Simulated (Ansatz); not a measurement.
## BeTe (F-43m)

Level of theory: DFT PBE, scalar-relativistic, plane waves, PAW in Ansatz 0.2.0.

Cutoff 420 eV; k points 8×8×8 on the computed 2-atom cell (Γ-centred); Gaussian smearing, width 0.02 eV; no spin polarisation.

The structure is relaxed at this level of theory with its symmetry kept.

```
CELL_PARAMETERS angstrom
0.00000 2.83187 2.83187
2.83187 0.00000 2.83187
2.83187 2.83187 0.00000
ATOMIC_POSITIONS crystal
Be 0.00000 0.00000 0.00000
Te 0.25000 0.25000 0.25000
```

| Quantity | Value |
| --- | --- |
| Space group | F-43m (No. 216) |
| Volume per atom | 22.71 Å³ |
| Formation energy from the elements' standard states (uncorrected) | -0.361 eV/atom |
| Kohn–Sham band gap | 2.03 eV |
| Löwdin character of the top 1 eV of the valence band | Te 5p 89 %, unprojected 10 % |
| Bader charges (e) | Be (1 in the cell) 1.47, Te (1 in the cell) -1.47 |

Spin-orbit coupling is left out, which matters for the bands of heavy elements.